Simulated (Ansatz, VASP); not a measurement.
## One calculation of Pd, two programs

```
Pd
1.0
     2.73908    0.00000    0.00000
     0.00000    2.73908    0.00000
     0.00000    0.00000    2.73908
Pd
1
Direct
  0.00000 0.00000 0.00000
```

Alike in both runs: task single point; functional BLYP; k mesh 13 × 13 × 13; occupations fermi-dirac, width 0.1 eV; no spin polarisation.

|  | VASP | Ansatz |
| --- | --- | --- |
| version | VASP 6.6.1 | Ansatz 0.2.0 |
| potentials or method | VASP PAW PBE potentials, release 64 (Pd) | plane waves (420 eV) with PAW, scalar-relativistic |
| plane-wave cutoff (eV) | 520 | 420 |
| valence electrons in the cell | 10 | 18 |

|  | VASP | Ansatz | Ansatz less VASP |
| --- | --- | --- | --- |
| pressure (GPa) | -6.0 | -6.2 | -0.19 |

The two sets of potentials don't hold the same shells in valence.

Caveats: the PAW data sets were made with another functional, which shifts forces and pressure a little (VASP).
